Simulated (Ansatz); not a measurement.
Li: rattling a relaxed structure

The cell was found from a structure generator's guess, not taken from experiment.

These are results of DFT PBE, scalar-relativistic, plane waves, PAW (Ansatz), not measurements. Plane waves to 420 eV, a k mesh through Γ of 12×12×8 on the computed 8-atom cell and Gaussian smearing (0.10 eV); no spin polarisation.

The cell below (8 atoms, space group P6_3/mcm (No. 193)) is relaxed within its symmetry.

```cif
data_structure
_symmetry_space_group_name_H-M 'P 1'
_symmetry_Int_Tables_number 1
_cell_length_a 5.7493
_cell_length_b 5.7493
_cell_length_c 5.6702
_cell_angle_alpha 90.000
_cell_angle_beta 90.000
_cell_angle_gamma 120.000
_cell_volume 162.32
loop_
_atom_site_label
_atom_site_type_symbol
_atom_site_fract_x
_atom_site_fract_y
_atom_site_fract_z
_atom_site_occupancy
Li1 Li 0.50267 0.00000 0.75000 1
Li2 Li 0.00000 0.50267 0.75000 1
Li3 Li 0.49733 0.49733 0.75000 1
Li4 Li 0.49733 0.00000 0.25000 1
Li5 Li 0.00000 0.49733 0.25000 1
Li6 Li 0.50267 0.50267 0.25000 1
Li7 Li 0.00000 0.00000 0.50000 1
Li8 Li 0.00000 0.00000 0.00000 1
```

For the test it was strained at random (σ = 1.5 % a component), the atoms were moved at random (σ = 0.05 Å), and all was relaxed again on a coarse 4×6×6 mesh (in the run’s order of axes) with 0.20 eV smearing, with no symmetry imposed.

Problem. Does it come back?

Solution. It doesn't return. The energy falls by 34 meV/atom on that mesh, the volume changes by -0.5 %, and the end has space group Cmcm (No. 63) at a loose tolerance. Relaxed again on a 20×20×12 mesh with 0.10 eV smearing, the new structure lies 29 meV/atom below the first (mesh in the axes of the run's cell; the cell below is made exact in the group named). Space group P6_3/mmc (No. 194), hexagonal, a = 3.049 Å, c = 5.026 Å. Li has 12 Li at 3.05–3.07 Å.

```
CELL_PARAMETERS angstrom
3.04881 0.00000 0.00000
-1.52440 2.64034 0.00000
0.00000 0.00000 5.02635
ATOMIC_POSITIONS crystal
Li 0.66667 0.33333 0.75000
Li 0.33333 0.66667 0.25000
```
